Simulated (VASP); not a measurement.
# Vibrations of Silicon at several levels of theory, part 3 of 3

How much do the zone-centre frequencies of Silicon depend on the functional? The starting structure is a measured crystal structure from the Crystallography Open Database.

VASP 6.6.1.

Results so far: LDA T2g 512.9 cm⁻¹; LDA at the measured cell T2g 505.1 cm⁻¹; PBEsol T2g 508.6 cm⁻¹; PBE T2g 502.7 cm⁻¹; PBEsol + D3(BJ) T2g 517.9 cm⁻¹.

### 7. Modes with r2SCAN

Level of this step: r2SCAN; plane waves and PAW (Si) (VASP).

r2SCAN adds the kinetic-energy density, costs more than a GGA and is run with LASPH. The cell comes from a relaxation at this level, not shown (40.24 Å³).

File INCAR:

```
SYSTEM = Si
PREC = Accurate
ENCUT = 450
EDIFF = 1E-08
NELM = 100
ISMEAR = 0
SIGMA = 0.03
LREAL = .FALSE.
ALGO = Normal
METAGGA = R2SCAN
LASPH = .TRUE.
NBANDS = 10
LORBIT = 11
LWAVE = .FALSE.
LCHARG = .FALSE.
KPAR = 8
IBRION = 6
NFREE = 2
POTIM = 0.015
NSW = 1
ISIF = 2
```

File POSCAR:

```
Si
1.0
    0.0000000000      2.7198484286      2.7198484286
    2.7198484286      0.0000000000      2.7198484286
    2.7198484286      2.7198484286      0.0000000000
Si
2
Direct
    0.7500000000      0.7500000000      0.7500000000
    0.5000000000      0.5000000000      0.5000000000
```

File KPOINTS:

```
Automatic mesh
0
Gamma
10 10 10
0 0 0
```

The projector-augmented-wave data sets are Si (PBE family, release 64).

The run is started by

```bash
> mpirun -np 8 vasp_std
```

What it wrote:

```text
[banner, memory and clock lines left out]
running    8 mpi-ranks, on    1 nodes
[...]
[... a notice as in an earlier step ...]

 [... a notice as in an earlier step ...]

 LDA part: xc-table for (None), standard interpolation
 POSCAR, INCAR and KPOINTS ok, starting setup
[...]
entering main loop
       N       E                     dE             d eps       ncg     rms          rms(c)
DAV:   1    -0.839074657910E+00   -0.83907E+00   -0.31413E+03   940   0.597E+02
DAV:   2    -0.183118063352E+02   -0.17473E+02   -0.16865E+02  1368   0.854E+01
DAV:   3    -0.187146711348E+02   -0.40286E+00   -0.40240E+00  1166   0.121E+01
DAV:   4    -0.187175971646E+02   -0.29260E-02   -0.29257E-02  1158   0.134E+00
[...]
DAV:  13    -0.175505009987E+02    0.18057E-06   -0.18875E-09   614   0.323E-04    0.123E-04
DAV:  14    -0.175505009367E+02    0.61969E-07   -0.17113E-10   514   0.108E-04    0.166E-05
DAV:  15    -0.175505009386E+02   -0.18533E-08   -0.21373E-11   500   0.399E-05
[...]
DAV:   5    -0.175489380527E+02    0.88871E-07   -0.68279E-07  3974   0.524E-03    0.658E-04
DAV:   6    -0.175489380563E+02   -0.36230E-08   -0.78718E-08  4126   0.172E-03
   2 F= -.17548938E+02 E0= -.17548938E+02  d E =-.201166E-17
 Finite differences progress:
  Degree of freedom:   1/  1
  Displacement:        1/  2
  Total:               1/  2
[...]
N       E                     dE             d eps       ncg     rms          rms(c)
DAV:   1    -0.175477189170E+02    0.12191E-02   -0.13393E-01  3442   0.199E+00    0.151E-01
DAV:   2    -0.175488593085E+02   -0.11404E-02   -0.62583E-03  4108   0.532E-01    0.859E-02
DAV:   3    -0.175489355298E+02   -0.76221E-04   -0.16503E-04  3952   0.987E-02    0.115E-02
DAV:   4    -0.175489382117E+02   -0.26819E-05   -0.15204E-05  4194   0.262E-02    0.349E-03
DAV:   5    -0.175489380414E+02    0.17028E-06   -0.14056E-06  4084   0.709E-03    0.101E-03
DAV:   6    -0.175489380688E+02   -0.27335E-07   -0.29968E-07  4180   0.333E-03    0.376E-04
DAV:   7    -0.175489380707E+02   -0.19845E-08   -0.34129E-08  3696   0.112E-03
   3 F= -.17548938E+02 E0= -.17548938E+02  d E =-.200198E-17
 Finite differences progress:
  Degree of freedom:   1/  1
  Displacement:        2/  2
  Total:               2/  2
```

Run time: 53 s. Hardware: 8 MPI ranks of Intel Xeon 6975P-C (Granite Rapids), shared host; peak memory 1.8 GiB.

OUTCAR, selected parts (step 7):

```text
  Total        0.0009798      0.0047083      0.0047083      0.0000000      0.1425524      0.0000000
  in kB        0.0390094      0.1874595      0.1874595      0.0000000      5.6757200      0.0000000
  external PRESSURE =       0.1379761 kB  Pullay stress =       0.0000000 kB

 POSITION                                       TOTAL-FORCE (eV/Angst)
 -----------------------------------------------------------------------------------
      4.06477      4.07977      4.07977         0.208377      0.000000      0.000000
      2.71985      2.71985      2.71985        -0.208377      0.000000      0.000000
 -----------------------------------------------------------------------------------
    total drift:                               -0.000001      0.000001      0.000001

  FREE ENERGIE OF THE ION-ELECTRON SYSTEM (eV)
  ---------------------------------------------------
  free  energy   TOTEN  =       -17.5489380707 eV

  energy  without entropy=      -17.5489380707  energy(sigma->0) =      -17.54893807

[... 1 part as in an earlier step ...]

[... 2 further parts left out ...]
[key lines of the parts left out:]
E-fermi :   5.9279
```

With r2SCAN the mode is T2g 518.7 cm⁻¹, +5.8 cm⁻¹ from LDA.

### 8. Modes with r2SCAN + rVV10

rVV10 adds a nonlocal correlation energy for dispersion. The cell comes from a relaxation at this level, not shown (40.06 Å³).

Edit INCAR of step 7 so:

```diff
@@ -10,2 +10,6 @@
 METAGGA = R2SCAN
+LUSE_VDW = .TRUE.
+IVDW_NL = 2
+BPARAM = 11.95
+CPARAM = 0.0093
 LASPH = .TRUE.
```

File POSCAR:

```
Si
1.0
    0.0000000000      2.7157227798      2.7157227798
    2.7157227798      0.0000000000      2.7157227798
    2.7157227798      2.7157227798      0.0000000000
Si
2
Direct
    0.7500000000      0.7500000000      0.7500000000
    0.5000000000      0.5000000000      0.5000000000
```

KPOINTS is that of step 7.

The run is started by

```bash
> mpirun -np 8 vasp_std
```

What it wrote:

```text
[banner, memory and clock lines left out]
running    8 mpi-ranks, on    1 nodes
[...]
[... a notice as in an earlier step ...]

|                                                                             |
|               ----> ADVICE to this user running VASP <----                  |
|                                                                             |
|     You have switched on vdW-DFT.                                           |
|     This routine was written and supplied by Jiri Klimes. We recommend      |
|     that you carefully read and cite the following publications:            |
|       J. Klimes, D.R. Bowler, A. Michelides                                 |
|          J. Phys.: Cond Matt. 22 022201 (2010)                              |
|       J. Klimes, D.R. Bowler, A. Michelides                                 |
|          Phys. Rev. B. 83, 195131 (2011)                                    |
|     and references therein.                                                 |
[...]
Total rVV10 correction in eV:      0.1451282    10.7363898
Total rVV10 correction in eV:      0.1451282    10.7363898
DAV:   7    -0.174030683992E+02   -0.11780E-08   -0.33441E-08  3696   0.111E-03
Total rVV10 correction in eV:      0.1451283    10.7363898
Total rVV10 correction in eV:      0.1451283    10.7363898
Total rVV10 correction in eV:      0.1451283    10.7363898
Total rVV10 correction in eV:      0.1451283    10.7363898
Total rVV10 correction in eV:      0.1451283    10.7363898
Total rVV10 correction in eV:      0.1451283    10.7363898
Total rVV10 correction in eV:      0.1451283    10.7363898
Total rVV10 correction in eV:      0.1451283    10.7363898
Total rVV10 correction in eV:      0.1451282    10.7363898
Total rVV10 correction in eV:      0.1451282    10.7363898
Total rVV10 correction in eV:      0.1451282    10.7363898
Total rVV10 correction in eV:      0.1451282    10.7363898
Total rVV10 correction in eV:      0.1451282    10.7363898
Total rVV10 correction in eV:      0.1451282    10.7363898
Total rVV10 correction in eV:      0.1451282    10.7363898
Total rVV10 correction in eV:      0.1451282    10.7363898
   3 F= -.17403068E+02 E0= -.17403068E+02  d E =-.611942E-18
 Finite differences progress:
  Degree of freedom:   1/  1
  Displacement:        2/  2
  Total:               2/  2
```

Run time: 2.1 min. Hardware: 8 MPI ranks; peak memory 2.5 GiB; 14 min of CPU time.

Parts of OUTCAR (step 8):

```text
  Total       -0.0005346      0.0032751      0.0032751      0.0000000      0.1468819      0.0000000
  in kB       -0.0213836      0.1309941      0.1309941      0.0000000      5.8747914      0.0000000
  external PRESSURE =       0.0802015 kB  Pullay stress =       0.0000000 kB

 POSITION                                       TOTAL-FORCE (eV/Angst)
 -----------------------------------------------------------------------------------
      4.05858      4.07358      4.07358         0.209765      0.000000      0.000000
      2.71572      2.71572      2.71572        -0.209765     -0.000000     -0.000000
 -----------------------------------------------------------------------------------
    total drift:                                0.000013      0.000001      0.000001

  FREE ENERGIE OF THE ION-ELECTRON SYSTEM (eV)
  ---------------------------------------------------
  free  energy   TOTEN  =       -17.4030683992 eV

  energy  without entropy=      -17.4030683992  energy(sigma->0) =      -17.40306840

[... 1 part as in an earlier step ...]

[... 2 further parts left out ...]
[key lines of the parts left out:]
E-fermi :   5.9766
```

With r2SCAN + rVV10 the mode is T2g 520.4 cm⁻¹, +7.5 cm⁻¹ from LDA.

### 9. Modes with AM05

AM05 is built from the electron gas and the surface model, and does well on lattice constants. The cell comes from a relaxation at this level, not shown (40.17 Å³).

File INCAR:

```
SYSTEM = Si
PREC = Accurate
ENCUT = 450
EDIFF = 1E-08
NELM = 100
ISMEAR = 0
SIGMA = 0.03
LREAL = .FALSE.
ALGO = Normal
GGA = AM
NBANDS = 10
LORBIT = 11
LWAVE = .FALSE.
LCHARG = .FALSE.
KPAR = 8
IBRION = 8
LEPSILON = .TRUE.
LPEAD = .TRUE.
ISIF = 2
```

File POSCAR:

```
Si
1.0
    0.0000000000      2.7183653566      2.7183653566
    2.7183653566      0.0000000000      2.7183653566
    2.7183653566      2.7183653566      0.0000000000
Si
2
Direct
    0.7500000000      0.7500000000      0.7500000000
    0.5000000000      0.5000000000      0.5000000000
```

KPOINTS is that of step 8.

The run is started by

```bash
> mpirun -np 8 vasp_std
```

What it wrote:

```text
[... set-up lines as in an earlier step ...]
 entering main loop
       N       E                     dE             d eps       ncg     rms          rms(c)
DAV:   1     0.518887051582E+01    0.51889E+01   -0.30311E+03   940   0.573E+02
DAV:   2    -0.109731720743E+02   -0.16162E+02   -0.15514E+02  1344   0.824E+01
DAV:   3    -0.114064885890E+02   -0.43332E+00   -0.43221E+00  1168   0.119E+01
DAV:   4    -0.114096471612E+02   -0.31586E-02   -0.31580E-02  1234   0.128E+00
[...]
DAV:  12    -0.111994931140E+02    0.60242E-07   -0.25507E-07  1242   0.403E-03    0.378E-03
DAV:  13    -0.111994932163E+02   -0.10238E-06   -0.17620E-08  1022   0.787E-04    0.364E-04
DAV:  14    -0.111994932251E+02   -0.87380E-08   -0.11562E-09   582   0.224E-04
   1 F= -.11199493E+02 E0= -.11199493E+02  d E =-.553660E-12
 Linear response reoptimize wavefunctions to high precision
DAV:   1    -0.111994932292E+02   -0.40810E-08   -0.21732E-10   760   0.115E-04
DAV:   2    -0.111994932291E+02    0.31719E-10   -0.95528E-12   516   0.237E-05
 Linear response to external field (no local field effect), progress :
[...]
RMM:  11    -0.142721284834E+01    0.97274E-06    0.16230E-09  3226   0.600E-05    0.590E-06
 change of polarisation eV/A/(eV/A) component  3 :     0.197     0.873     2.665
 dielectric tensor                  component  3 :     0.886     3.932    13.002
 Linear response DOF=           1
 Linear response progress:
  Degree of freedom:   1/  1
       N       E                     dE             d eps       ncg     rms          rms(c)
RMM:   1    -0.192917556585E-01   -0.19292E-01    0.11373E-02  7711   0.845E-01
RMM:   2    -0.171606076989E-01    0.21311E-02   -0.41495E-04  5281   0.169E-01    0.934E-02
RMM:   3    -0.171559675790E-01    0.46401E-05    0.49681E-05  5546   0.347E-02    0.541E-02
RMM:   4    -0.172710823550E-01   -0.11511E-03    0.96360E-06  5473   0.328E-02    0.613E-03
[...]
RMM:   8    -0.172452408941E-01   -0.30973E-06    0.13000E-07  5892   0.104E-04    0.415E-05
RMM:   9    -0.172451830383E-01    0.57856E-07   -0.34575E-08  5710   0.795E-05    0.568E-06
RMM:  10    -0.172451888720E-01   -0.58337E-08    0.57613E-09  6099   0.121E-05    0.592E-06
 first order change of Fermi-energy   0.13132E-03
 force on displaced ion       1 direction 1 : -13.397  -0.000  -0.000
 Born effective charge ion    1 direction 1 :  -0.001   0.000   0.000
 Born effective charges drift removed
 Linear response finished
```

Wall time 55 s (8 MPI ranks); peak memory 2.5 GiB; 6.8 min of CPU time.

OUTCAR, selected parts (step 9):

```text
  Total        0.0012917      0.0012917      0.0012917      0.0000000     -0.0000000      0.0000000
  in kB        0.0515152      0.0515152      0.0515152      0.0000000     -0.0000000      0.0000000
  external PRESSURE =       0.0515152 kB  Pullay stress =       0.0000000 kB

 POSITION                                       TOTAL-FORCE (eV/Angst)
 -----------------------------------------------------------------------------------
      4.07755      4.07755      4.07755        -0.000000     -0.000000     -0.000000
      2.71837      2.71837      2.71837         0.000000      0.000000      0.000000
 -----------------------------------------------------------------------------------
    total drift:                                0.000000      0.000000     -0.000000

 MACROSCOPIC STATIC DIELECTRIC TENSOR (including local field effects in DFT)
 ------------------------------------------------------
          12.999198    -0.000000     0.000000
           0.000000    12.999198     0.000000
          -0.000000     0.000000    12.999198
 ------------------------------------------------------

[... 2 parts as in an earlier step ...]

[... 1 further part left out ...]
```

With AM05 the mode is T2g 509.3 cm⁻¹, -3.6 cm⁻¹ from LDA.

### 10. The runs compared

| run | T2g | method | core minutes |
| --- | --- | --- | --- |
| LDA | 512.9 | perturbation theory | 4.4 |
| LDA at the measured cell | 505.1 | perturbation theory | 4.13 |
| PBEsol | 508.6 | perturbation theory | 5.87 |
| PBE | 502.7 | perturbation theory | 6.8 |
| PBEsol + D3(BJ) | 517.9 | finite displacements | 1.87 |
| r2SCAN | 518.7 | finite displacements | 7.07 |
| r2SCAN + rVV10 | 520.4 | finite displacements | 16.5 |
| AM05 | 509.3 | perturbation theory | 7.33 |

Modes are in cm⁻¹, degenerate ones as one, matched between runs by symmetry and order. A number in brackets counts the listed modes of one symmetry from the lowest. The symmetry labels come from an automatic analysis and can be wrong where levels nearly coincide. Core minutes are wall time times ranks of the run shown, on a shared host.

### 11. Results

* T2g, LDA: 512.9 cm⁻¹
* T2g, LDA at the measured cell: 505.1 cm⁻¹
* T2g, PBEsol: 508.6 cm⁻¹
* T2g, PBE: 502.7 cm⁻¹
* T2g, PBEsol + D3(BJ): 517.9 cm⁻¹
* T2g, r2SCAN: 518.7 cm⁻¹
* T2g, r2SCAN + rVV10: 520.4 cm⁻¹
* T2g, AM05: 509.3 cm⁻¹

On the cells relaxed at each level, the T2g mode of Silicon lies between 503 cm⁻¹ (PBE) and 520 cm⁻¹ (r2SCAN + rVV10). Taking the measured cell, +1.6 % in volume, instead of the one relaxed with LDA moves T2g by -7.8 cm⁻¹. Some levels use perturbation theory and the others finite displacements, so their times can't be compared. LASPH is on in some of these runs and off in others, which adds a little to the differences. The dielectric constants and Born charges in the logs aren't compared here; at a small gap they can be far off, and in a run without a gap they mean nothing. The frequencies are harmonic. Further runs on this material are not shown.

[Lines on the potential files, build, host, timing and source positions are cut from VASP's logs without a mark.]

[Logs are printed without paths, hosts, clocks, repeated set-up lines and the standing remarks that a program may print on its own settings, such as how far it seeks lower states.]

[Hosts, paths, dates, database ids (printed as entryN), source tags and the programs' standing remarks are cut or masked in the printed files.]
